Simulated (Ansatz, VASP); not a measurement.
## Two plane-wave programs on Ga

```xyz
1
Lattice="-1.6785 1.6785 1.6785 1.6785 -1.6785 1.6785 1.6785 1.6785 -1.6785" Properties=species:S:1:pos:R:3 pbc="T T T"
Ga    0.0000    0.0000    0.0000
```

Alike in both runs: functional PBE; k mesh 10 × 10 × 10; occupations gaussian, width 0.1 eV; no spin polarisation.

Ansatz relaxed the structure, and its values are those at the end. VASP's run is a single point on that final structure, the one shown.

|  | VASP | Ansatz |
| --- | --- | --- |
| version | VASP 6.6.1 | Ansatz 0.2.0 |
| potentials or method | VASP PAW PBE potentials, release 64 (Ga_d) | scalar-relativistic, plane waves, PAW |
| plane-wave cutoff (eV) | 520 | 420 |
| valence electrons in the cell | 13 | 13 |

```csv
,VASP,Ansatz,Ansatz less VASP
gap on the k mesh at the Fermi level (eV),none,none,-
pressure (GPa),0.3,0.3,-0.06
```

A gap of «none» marks a metal or a gap that the smearing closes. With one functional, cell and mesh, what is left measures potentials, basis and numerics.
